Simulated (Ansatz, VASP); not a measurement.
## One calculation of As, two programs

File INCAR:

```
SYSTEM = As
PREC = Accurate ; ENCUT = 520
EDIFF = 1E-6 ; ISMEAR = -1
SIGMA = 0.05 ; LREAL = .False.
LASPH = .True. ; NELM = 80
ALGO = Normal ; ISIF = 2
LWAVE = .False. ; LCHARG = .False.
GGA = PS ; NBANDS = 8
```

KPOINTS

```
regular mesh
0
Gamma
  14 14 14
  0 0 0
```

Contents of POSCAR:

```
As
1.0
    2.3889031920      0.0000000000      0.0000000000
    0.0000000000      2.3889031920      0.0000000000
    0.0000000000      0.0000000000      2.3889031920
As
1
Direct
    0.0000000000      0.0000000000      0.0000000000
```

Input for Ansatz:

```yaml
crystal:
  lattice:
    - [2.388903192, 0.0, 0.0]
    - [0.0, 2.388903192, 0.0]
    - [0.0, 0.0, 2.388903192]
  atoms:
    - { symbol: As, position: [0.0, 0.0, 0.0] }
kpoints:
  mp_grid: { grid: [14, 14, 14] }
scf:
  occupations: { method: fermi_dirac, width: 0.05 }
hamiltonian:
  xc: pbesol
  pseudopotentials: { kind: paw }
output:
  forces: true
  stress: true
  eigenvalues: true
  populations: true
```

Change from the starting cell: volume scaled by 0.7, PAW files.

Alike in both runs: task single point; functional PBEsol; k mesh 14 × 14 × 14; occupations fermi-dirac, width 0.05 eV; no spin polarisation.

|  | VASP | Ansatz |
| --- | --- | --- |
| version | VASP 6.6.1 | Ansatz 0.2.0 |
| potentials or method | VASP PAW PBE potentials, release 64 (As) | PAW with Ansatz's default frozen-core files, scalar-relativistic |
| plane-wave cutoff (eV) | 520 | 420 |
| valence electrons in the cell | 5 | 15 |

VASP gave:

- pressure (GPa): 71.4

Task: Estimate Ansatz's values.

Result: Pressure (GPa): 68.7.

The two sets of potentials don't hold the same shells in valence.

Caveats: the cell as given lies far from equilibrium; so large a pressure means that the cell lies far from this level's equilibrium, or that cutoff or potentials fall short (VASP); the potentials were made for another functional, which shifts forces and pressure (VASP).
